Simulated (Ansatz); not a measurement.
# B8N7: the cost of one run

Program: Ansatz 0.2.0. Level of theory: DFT PBE, scalar-relativistic, plane waves, PAW. These are calculated values, not measurements.

## (1) The starting structure

Symmetry: P4_2/mnm, No. 136, tetragonal system. The conventional cell has a = 4.423 Å, b = 4.423 Å, c = 2.549 Å, α = 90.00°, β = 90.00°, γ = 90.00°. B (site symmetry m2m) has 4 N at 1.54 to 1.60 Å as nearest neighbours. Around N (site symmetry m2m) lie 4 B at 1.54 to 1.60 Å.

Structure file:

```xyz
8
Lattice="4.4227 0.0000 0.0000 0.0000 4.4227 0.0000 0.0000 0.0000 2.5491" Properties=species:S:1:pos:R:3 pbc="T T T"
B     0.7708    3.6519    1.2746
B     1.4405    1.4405    0.0000
B     2.9822    2.9822    0.0000
B     3.6519    0.7708    1.2746
N     3.5940    3.5940    1.2746
N     1.3826    3.0401    0.0000
N     3.0401    1.3826    0.0000
N     0.8287    0.8287    1.2746
```

It goes back to an entry of the Materials Project, which need not be the stable form.

It is the result of an earlier relaxation at this level (volume 6.23 Å³/atom; gap on the mesh: 4.82 eV).

## (2) The scan

Atoms count from 1 in the order of the input.

An atom moved over a plane that holds its own site and a neighbouring vacancy.

The axes are (1) path of N14 from its site (0) to the vacancy (1), 2.344 Å: 11 values from −0.125 to 1.125; (2) shift of N14 across the path, along [-1 1 0]: 9 values from −0.500 Å.

Nothing else is relaxed (all other atoms held at the sites of the perfect crystal). Points are written as (first, second).

## (3) The run at (0.000, 0.000 Å)

The input, input.yaml:

```yaml
crystal:
  lattice:
    - [0.0, 0.0, -5.0982823342]
    - [4.4227374162, 0.0, -2.5491411671]
    - [0.0, -4.4227374162, -2.5491411671]
  atoms:
    - { symbol: B, position: [0.5757144903, 0.1742855097, 0.1742855097] }
    - { symbol: B, position: [0.0757144903, 0.1742855097, 0.1742855097] }
    - { symbol: B, position: [0.5, 0.3257144903, 0.6742855097] }
    - { symbol: B, position: [0.0, 0.3257144903, 0.6742855097] }
    - { symbol: B, position: [0.5, 0.6742855097, 0.3257144903] }
    - { symbol: B, position: [0.0, 0.6742855097, 0.3257144903] }
    - { symbol: B, position: [0.9242855097, 0.8257144903, 0.8257144903] }
    - { symbol: B, position: [0.4242855097, 0.8257144903, 0.8257144903] }
    - { symbol: "N", position: [0.75, 0.8126165678, 0.1873834322] }
    - { symbol: "N", position: [0.6873834322, 0.3126165678, 0.3126165678] }
    - { symbol: "N", position: [0.1873834322, 0.3126165678, 0.3126165678] }
    - { symbol: "N", position: [0.3126165678, 0.6873834322, 0.6873834322] }
    - { symbol: "N", position: [0.8126165678, 0.6873834322, 0.6873834322] }
    - { symbol: "N", position: [0.25, 0.1873834322, 0.8126165678] }
    - { symbol: "N", position: [0.75, 0.1873834322, 0.8126165678] }
total_charge: 3
basis:
  ecutwfc: 420
kpoints:
  mp_grid: { grid: [6, 6, 6] }
hamiltonian:
  xc: pbe
  pseudopotentials: { kind: paw, azcp: { folder: soft_1 } }
scf:
  occupations: { method: gaussian, width: 0.05 }
output:
  forces: true
  stress: true
  eigenvalues: true
  write_density: true
  write_potential: true
  elf: true
  volumetric_format: npy
```

Launch:

```bash
> ansatz run input.yaml --threads 4 --pin off --max-ram 8192MiB --backend cpu --events-out ev --progress --plain --runs-dir out
```

What time and memory should one allow on 4 threads of AMD EPYC 7R43 (Zen 3), shared host?

About 9.8 s, with a peak of 0.51 GiB.
